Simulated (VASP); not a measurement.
Si:

```
Si
1.0
     4.12095    0.00000    0.00000
    -2.06047    3.56885    0.00000
     0.00000    0.00000    2.65479
Si
2
Direct
  0.33333 0.66667 0.50000
  0.66667 0.33333 0.50000
```

The cell was built by a generator and needn't be a form met in nature.

```yaml
Program: VASP 6.6.1
Task: relaxation of cell and atoms
Functional: vdW-DF
Potentials_or_basis: VASP PAW PBE potentials, release 64 (Si)
Cutoff: 600 eV
k_mesh: 8 × 8 × 10
Occupations: fermi-dirac, width 0.05 eV
Spin: no spin polarisation
```

At the start: pressure 2.9 GPa; volume 19.52 Å³/atom.

**Question.** How do energy, volume and symmetry change on relaxing?

**Answer.** Over 7 steps the energy falls by 6.7 meV/atom and the volume is 20.27 Å³/atom (+3.8 %); space group P6/mmm (No. 191, to 0.05 Å).

Step by step:
```
step  energy change (eV)  largest force (eV/Å)  pressure (GPa)  volume (Å³)
   1              0.0000                0.0005            2.93        39.04
   2             -0.0118                0.0004           -0.92        41.10
   3             -0.0134                0.0002           -0.01        40.55
   4             -0.0134                0.0002           -0.06        40.58
   5             -0.0134                0.0001           -0.04        40.57
   6             -0.0134                0.0001           -0.05        40.57
   7             -0.0134                0.0002            0.01        40.54
```

Final structure:
```cif
data_structure
_symmetry_space_group_name_H-M 'P 1'
_symmetry_Int_Tables_number 1
_cell_length_a 4.1670
_cell_length_b 4.1670
_cell_length_c 2.6960
_cell_angle_alpha 90.000
_cell_angle_beta 90.000
_cell_angle_gamma 119.998
_cell_volume 40.54
loop_
_atom_site_label
_atom_site_type_symbol
_atom_site_fract_x
_atom_site_fract_y
_atom_site_fract_z
_atom_site_occupancy
Si1 Si 0.33333 0.66667 0.50000 1
Si2 Si 0.66667 0.33333 0.50000 1
```

Caveat: the PAW data sets were made with another functional, which shifts forces and pressure a little.
